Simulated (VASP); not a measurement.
# MoS2 in VASP: further runs

The runs below take MoS2 through phonons, band structure, with PBE+D3(BJ), HSE06.

All numbers are computed with VASP 6.6.1; they aren't measurements. Logs are shortened: lines on timing, memory, paths and dates and some standing lists are left out, and cuts for length are marked.

## Step 1: The slab as given

The cell holds a slab with vacuum, 3 atoms: a = 3.153 Å, b = 3.153 Å, c = 21.130 Å, α = 90.00°, β = 90.00°, γ = 120.00°.

## Step 2: Phonons, PBE+D3(BJ)

POSCAR

```
MoS2
1.0
    3.1531462914      0.0000000000      0.0000000000
   -1.5765731457      2.7307047857      0.0000000000
    0.0000000000      0.0000000000     21.1302960000
  S               Mo
     2     1
Direct
     0.3333333300000021    0.6666666699999979    0.4258408315142290
     0.3333333300000021    0.6666666699999979    0.5741591684857710
     0.6666666699999979    0.3333333300000021    0.5000000000000000
```

INCAR.step1

```
SYSTEM = MoS2
  PREC = Accurate
  ENCUT = 600
  EDIFF = 1E-8
  ISMEAR = 0
  SIGMA = 0.03
  LREAL = .FALSE.
  LASPH = .TRUE.
  NELM = 80
  ALGO = Normal
  ISIF = 2
  LWAVE = .FALSE.
  LCHARG = .FALSE.
  GGA = PE
  IVDW = 12
  LATTICE_CONSTRAINTS = .TRUE. .TRUE. .FALSE.
  IBRION = 2
  NSW = 40
  EDIFFG = -0.002
```

INCAR.step2

```
SYSTEM = MoS2
  PREC = Accurate
  ENCUT = 600
  EDIFF = 1E-8
  ISMEAR = 0
  SIGMA = 0.03
  LREAL = .FALSE.
  LASPH = .TRUE.
  NELM = 80
  ALGO = Normal
  ISIF = 2
  LWAVE = .FALSE.
  LCHARG = .FALSE.
  GGA = PE
  IVDW = 12
  LATTICE_CONSTRAINTS = .TRUE. .TRUE. .FALSE.
  IBRION = 6
  NFREE = 2
  POTIM = 0.015
  NSW = 1
```

KPOINTS

```
Automatic mesh
0
G
  12 12 1
  0 0 0
```

Potentials or basis: VASP PAW PBE potentials, release 64 (S, Mo_sv).

Started as:

```console
cat potpaw_PBE.64/S/POTCAR potpaw_PBE.64/Mo_sv/POTCAR > POTCAR
cp INCAR.step1 INCAR
mpirun -np 1 vasp_std > vasp.out
cp CONTCAR POSCAR
cp INCAR.step2 INCAR
mpirun -np 1 vasp_std > vasp.out
```

OUTCAR:

```text
SYSTEM = MoS2
   PREC = Accurate
   ENCUT = 600
   EDIFF = 1E-8
   ISMEAR = 0
   LREAL = .FALSE.
   LASPH = .TRUE.
   NELM = 80
   ISIF = 2
   GGA = PE
   IVDW = 12
   IBRION = 6
   NFREE = 2
   POTIM = 0.015
   NSW = 1
 IVDW          = 12

 ion  position               nearest neighbor table
   1  0.333  0.667  0.426-   3 2.40   3 2.40   3 2.40
   2  0.333  0.667  0.574-   3 2.40   3 2.40   3 2.40
   3  0.667  0.333  0.500-   1 2.40   2 2.40   1 2.40   2 2.40   1 2.40   2 2.40

  LATTYP: Found a hexagonal cell.
 ALAT       =     3.1531462914
 C/A-ratio  =     6.7013370289

  Lattice vectors:

 A1 = (   3.1531462914,   0.0000000000,   0.0000000000)
 A2 = (  -1.5765731457,   2.7307047857,   0.0000000000)
 A3 = (   0.0000000000,   0.0000000000,  21.1302960000)

Analysis of symmetry for initial positions (statically):
=====================================================================
 Subroutine PRICEL returns:
 Original cell was already a primitive cell.

 Routine SETGRP: Setting up the symmetry group for a
 hexagonal supercell.

 Subroutine GETGRP returns: Found 12 space group operations
 (whereof 12 operations were pure point group operations)
 out of a pool of 24 trial point group operations.

The static configuration has the point symmetry D_3h.

Analysis of symmetry for dynamics (positions and initial velocities):
=====================================================================
 Subroutine PRICEL returns:
 Original cell was already a primitive cell.

 Routine SETGRP: Setting up the symmetry group for a
 hexagonal supercell.

 Subroutine GETGRP returns: Found 12 space group operations
 (whereof 12 operations were pure point group operations)
 out of a pool of 24 trial point group operations.

The dynamic configuration has the point symmetry D_3h.

 Subroutine INISYM returns: Found 12 space group operations
 (whereof 12 operations are pure point group operations),
 and found     1 'primitive' translations

----------------------------------------------------------------------------------------

                                     Primitive cell

  volume of cell :     181.9384

  direct lattice vectors                    reciprocal lattice vectors
     3.153146291  0.000000000  0.000000000     0.317143547  0.183102913  0.000000000
    -1.576573146  2.730704786  0.000000000     0.000000000  0.366205825  0.000000000
     0.000000000  0.000000000 21.130296000     0.000000000  0.000000000  0.047325414

  length of vectors
     3.153146291  3.153146288 21.130296000     0.366205825  0.366205825  0.047325414

  position of ions in fractional coordinates (direct lattice)
     0.333333330  0.666666670  0.425840832
     0.333333330  0.666666670  0.574159168
     0.666666670  0.333333330  0.500000000

  ion indices of the primitive-cell ions
   primitive index   ion index
                 1           1
                 2           2
                 3           3

----------------------------------------------------------------------------------------

 KPOINTS: Automatic mesh

Automatic generation of k-mesh.
 Grid dimensions read from file:
 generate k-points for:   12   12    1

 Generating k-lattice:

  Cartesian coordinates                     Fractional coordinates (reciprocal lattice)
     0.026428629  0.015258576  0.000000000     0.083333333  0.000000000  0.000000000
     0.000000000  0.030517152  0.000000000     0.000000000  0.083333333  0.000000000
     0.000000000  0.000000000  0.047325414     0.000000000  0.000000000  1.000000000

  Length of vectors
     0.030517152  0.030517152  0.047325414

  Shift w.r.t. Gamma in fractional coordinates (k-lattice)
     0.000000000  0.000000000  0.000000000

 Subroutine IBZKPT returns following result:
 ===========================================

 Found     19 irreducible k-points:

 Following reciprocal coordinates:
            Coordinates               Weight
  0.000000  0.000000  0.000000      1.000000
  0.083333 -0.000000  0.000000      6.000000
  0.166667 -0.000000  0.000000      6.000000
  0.250000 -0.000000  0.000000      6.000000
  0.333333  0.000000  0.000000      6.000000
  0.416667 -0.000000  0.000000      6.000000
[... 11 lines left out ...]
  0.333333  0.250000  0.000000     12.000000
  0.333333  0.333333  0.000000      2.000000
   k-points           NKPTS =     19   k-points in BZ     NKDIM =     19   number of bands    NBANDS=     17
   number of dos      NEDOS =    301   number of ions     NIONS =      3
   total plane-waves  NPLWV = 141120
   dimension x,y,z NGX =    28 NGY =   28 NGZ =  180
   dimension x,y,z NGXF=    56 NGYF=   56 NGZF=  360
   ions per type =               2   1
   NGX,Y,Z   is equivalent  to a cutoff of  14.76, 14.76, 14.16 a.u.
   NGXF,Y,Z  is equivalent  to a cutoff of  29.53, 29.53, 28.32 a.u.
 SYSTEM =  MoS2
   PREC   = accura    normal or accurate (medium, high low for compatibility)
   ISTART =      0    job   : 0-new  1-cont  2-samecut
   ICHARG =      2    charge: 1-file 2-atom 10-const
   ISPIN  =      1    spin polarized calculation?
   LNONCOLLINEAR =      F non collinear calculations
   LSORBIT =      F    spin-orbit coupling
   LASPH  =      T    aspherical Exc in radial PAW
   ENCUT  =  600.0 eV  44.10 Ry    6.64 a.u.   6.30  6.30 42.20*2*pi/ulx,y,z
   NELM   =     80;   NELMIN=  2; NELMDL=  0     # of ELM steps
   EDIFF  = 0.1E-07   stopping-criterion for ELM
   LREAL  =      F    real-space projection
   EDIFFG = 0.1E-06   stopping-criterion for IOM
   NSW    =     73    number of steps for IOM
   IBRION =      6    ionic relax: 0-MD 1-quasi-New 2-CG
   NFREE  =      2    steps in history (QN), initial steepest desc. (CG)
   ISIF   =      2    stress and relaxation
   ISYM   =      2    0-nonsym 1-usesym 2-fastsym
   POTIM  = 0.0150    time-step for ionic-motion
   TEBEG  =    0.0;   TEEND  =   0.0 temperature during run
   PSTRESS=    0.0 pullay stress
   NELECT =      26.0000    total number of electrons
   NUPDOWN=      -1.0000    fix difference up-down
   EMIN   =  10.00;   EMAX   =-10.00  energy-range for DOS
   EFERMI =   0.00;   METHOD = LEGACY
   ISMEAR =     0;   SIGMA  =   0.03  broadening in eV -4-tet -1-fermi 0-gaus
   EFERMI_NEDOS =   21; number of points for ismear=-14 and -15
   IALGO  =     38    algorithm
   IMIX   =      4    mixing-type and parameters
     AMIX     =   0.40;   BMIX     =  1.00
     AMIX_MAG =   1.60;   BMIX_MAG =  1.00
  volume/ion in A,a.u.               =      60.65       409.26
  Fermi-wavevector in a.u.,A,eV,Ry     =   0.855903  1.617422  9.967215  0.732570
  Thomas-Fermi vector in A             =   1.972723
   LORBIT       =      0    0 simple, 1 ext, 2 COOP (PROOUT), +10 PAW based schemes
   GGA     = PE    functional components
   LHFCALC =     F    Hartree Fock is set to
   AEXX    =    0.0000 exact exchange contribution
   IVDW    =    12    specifies the selected vdW correction
   LEPSILON=     F    determine dielectric tensor
   LRPA    =     F    only Hartree local field effects (RPA)
 finite differences with symmetry
 non-spin polarized calculation
 Gauss-broadening in eV      SIGMA  =   0.03
  energy-cutoff  :      600.00
  volume of cell :      181.94
 maximum number of plane-waves:      6105
 NGX is ok and might be reduce to    28
   NGX = 13   NGY = 13   NGZ = 85

--------------------------------------- Ionic step        1  -------------------------------------------

 number of electron      25.9999999 magnetization

 Free energy of the ion-electron system (eV)
  ---------------------------------------------------
  ext. energy  EPLUGINS =         0.00000000
  ---------------------------------------------------
  free energy    TOTEN  =       -21.84398078 eV

  energy without entropy =      -21.84398078  energy(sigma->0) =      -21.84398078

------------------------ aborting loop because EDIFF is reached ----------------------------------------

 Edisp (eV)   -0.95887

 E8    (eV) :    -0.4147
[... 319 lines left out ...]
--------------------------------------- Ionic step        9  -------------------------------------------

 number of electron      25.9999999 magnetization

 Free energy of the ion-electron system (eV)
  ---------------------------------------------------
  ext. energy  EPLUGINS =         0.00000000
  ---------------------------------------------------
  free energy    TOTEN  =       -21.84052925 eV

  energy without entropy =      -21.84052925  energy(sigma->0) =      -21.84052925

 E-fermi :  -1.9773     XC(G=0):  -3.6488

 val. band max:       -2.1501749870   @ k =   0.3333   0.3333   0.0000
 cond. band min:      -0.3669541506   @ k =   0.3333   0.3333   0.0000
 fundamental gap:      1.7832208364
 Fermi energy:        -1.9773019127

 k-point     1 :       0.0000    0.0000    0.0000
  band No.  band energies     occupation
      1     -62.9824      2.00000
      2     -37.1435      2.00000
      3     -36.9045      2.00000
      4     -36.9045      2.00000
      5     -16.3144      2.00000
      6     -15.0099      2.00000
[... 403 lines left out ...]
  FREE ENERGIE OF THE ION-ELECTRON SYSTEM (eV)
  ---------------------------------------------------
  free  energy   TOTEN  =       -22.7993987833 eV

  energy  without entropy=      -22.7993987833  energy(sigma->0) =      -22.79939878

 INTERNAL STRAIN TENSORS FROM DISPLACED ATOMS
 ============================================

 INTERNAL STRAIN TENSOR FOR ION    1 for displacements in x,y,z  (eV/Angst):
          X           Y           Z          XY          YZ          ZX
  --------------------------------------------------------------------------------
  x    -0.00000     0.00000    -0.00000    -3.22421    -0.00000    14.56669
  y    -3.22421     3.22421    -0.00000     0.00000    14.56669     0.00000
  z    10.09909    10.09909    29.70240     0.00000     0.00000     0.00000

 INTERNAL STRAIN TENSOR FOR ION    3 for displacements in x,y,z  (eV/Angst):
          X           Y           Z          XY          YZ          ZX
  --------------------------------------------------------------------------------
  x     0.00000     0.00000     0.00000     6.45132     0.00000     0.00000
  y     6.45132    -6.45132     0.00000     0.00000     0.00000     0.00000
  z     0.00000     0.00000     0.00000     0.00000     0.00000     0.00000

 Eigenvectors and eigenvalues of the dynamical matrix
 ----------------------------------------------------

   1 f  =   13.975227 THz    87.808942 2PiTHz  466.163401 cm-1    57.796869 meV
             X         Y         Z           dx          dy          dz
     -0.000000  1.820470  8.998143    -0.000000   -0.000000   -0.547414
     -0.000000  1.820470 12.132153     0.000000   -0.000000   -0.547414
      1.576573  0.910235 10.565148    -0.000000    0.000000    0.632989
[... 43 lines left out ...]
   9 f/i=    0.000432 THz     0.002715 2PiTHz    0.014416 cm-1     0.001787 meV
             X         Y         Z           dx          dy          dz
     -0.000000  1.820470  8.998143    -0.000000    0.000000    0.447591
     -0.000000  1.820470 12.132153    -0.000000    0.000000    0.447591
      1.576573  0.910235 10.565148    -0.000000    0.000000    0.774161

 ELASTIC MODULI CONTR FROM IONIC RELAXATION (kBar)
 Direction    XX          YY          ZZ          XY          YZ          ZX
 --------------------------------------------------------------------------------
 XX        -112.6932    -76.8113   -278.6755     -0.0000      0.0000      0.0000
 YY         -76.8113   -112.6932   -278.6755     -0.0000      0.0000      0.0000
 ZZ        -278.6755   -278.6755   -819.6112     -0.0000      0.0000      0.0000
 XY          -0.0000     -0.0000     -0.0000    -17.9410      0.0000     -0.0000
 YZ           0.0000      0.0000      0.0000      0.0000   -402.1859     -0.0000
 ZX           0.0000      0.0000      0.0000     -0.0000     -0.0000   -402.1857
 --------------------------------------------------------------------------------
```

Run time: 25 min. Hardware: 1 thread of Intel Xeon Platinum 8488C (Sapphire Rapids), shared host; peak memory 0.62 GiB.

What came out:

- Highest phonon frequency at Γ, LO-TO splitting left out: 466 cm⁻¹
- Dispersion energy per atom: -0.320 eV

Phonon frequencies in cm⁻¹ (negative: imaginary):
```
              q point                    frequencies
(0.000, 0.000, 0.000)  0 0 0 281 281 380 380 401 466
```

## Step 3: Band structure, HSE06, spin-orbit coupling, no magnetisation

POSCAR

```
MoS2                                    
1.0
    3.1531462914      0.0000000000      0.0000000000
   -1.5765731457      2.7307047857      0.0000000000
    0.0000000000      0.0000000000     21.1302960000
  S               Mo            
     2     1
Direct
     0.3333333300000021    0.6666666699999979    0.4258408315190536
     0.3333333300000021    0.6666666699999979    0.5741591684809464
     0.6666666699999979    0.3333333300000021    0.5000000000000000
```

INCAR.step1

```
  PREC = Accurate
  ENCUT = 520
  EDIFF = 1E-5
  ISMEAR = 0
  SIGMA = 0.03
  LREAL = False
  LASPH = True
  NELM = 80
  ALGO = Normal
  ISIF = 2
  LWAVE = True
  LCHARG = False
  MAGMOM = 0 0 0 0 0 0 0 0 0
  LORBIT = 11
  LSORBIT = True
  GGA_COMPAT = False
  LMAXMIX = 4
  LDIPOL = True
  IDIPOL = 3
  DIPOL = 0.5 0.5 0.500
  NBANDS = 41
  LVHAR = True
  LVACPOTAV = True
  KPAR = 4
  GGA = PE
```

INCAR.step2

```
  PREC = Accurate
  ENCUT = 520
  EDIFF = 1E-6
  ISMEAR = 0
  SIGMA = 0.03
  LREAL = False
  LASPH = True
  NELM = 80
  ALGO = Normal
  ISIF = 2
  LWAVE = False
  LCHARG = False
  MAGMOM = 0 0 0 0 0 0 0 0 0
  LORBIT = 11
  LSORBIT = True
  GGA_COMPAT = False
  LMAXMIX = 4
  LDIPOL = True
  IDIPOL = 3
  DIPOL = 0.5 0.5 0.500
  GGA = PE
  LHFCALC = True
  HFSCREEN = 0.2
  PRECFOCK = Fast
  NBANDS = 41
  LVHAR = True
  LVACPOTAV = True
  KPAR = 4
  ISTART = 1
```

KPOINTS

```
regular mesh
0
Gamma
  6 6 1
```

KPOINTS_OPT

```
explicit points
3
Reciprocal
 0.0000000000  0.0000000000  0.0000000000 1
 0.5000000000  0.0000000000  0.0000000000 1
 0.3333333300  0.3333333300  0.0000000000 1
```

Potentials or basis: VASP PAW PBE potentials, release 64 (S, Mo_sv).

Started as:

```console
cat potpaw_PBE.64/S/POTCAR potpaw_PBE.64/Mo_sv/POTCAR > POTCAR
cp INCAR.step1 INCAR
mpirun -np 4 vasp_ncl > vasp.out
cp INCAR.step2 INCAR
mpirun -np 4 vasp_ncl > vasp.out
```

Wall time 65 min (4 MPI ranks of Intel Xeon Platinum 8175M at 2.50GHz (Skylake/Cascade Lake), shared host); peak memory 0.99 GiB.

The run converged. Its results:

- Free energy: -26.3440 eV
- Largest force: 0.444 eV/Å
- Valence electrons inside the program's atomic spheres: S 3.71; Mo 12.43
- Work function of the upper face: 6.03 eV
- Work function of the lower face: 6.03 eV

Forces in eV/Å, atoms in the order of the input:
```
S    0.000  0.000  0.444
S    0.000  0.000 -0.444
Mo   0.000  0.000  0.000
```

Caveat: the k mesh is coarse (spacing up to 0.38 Å⁻¹), so the values aren't converged, least of all with exact exchange; the PAW data sets were made with another functional, which shifts forces and pressure a little.
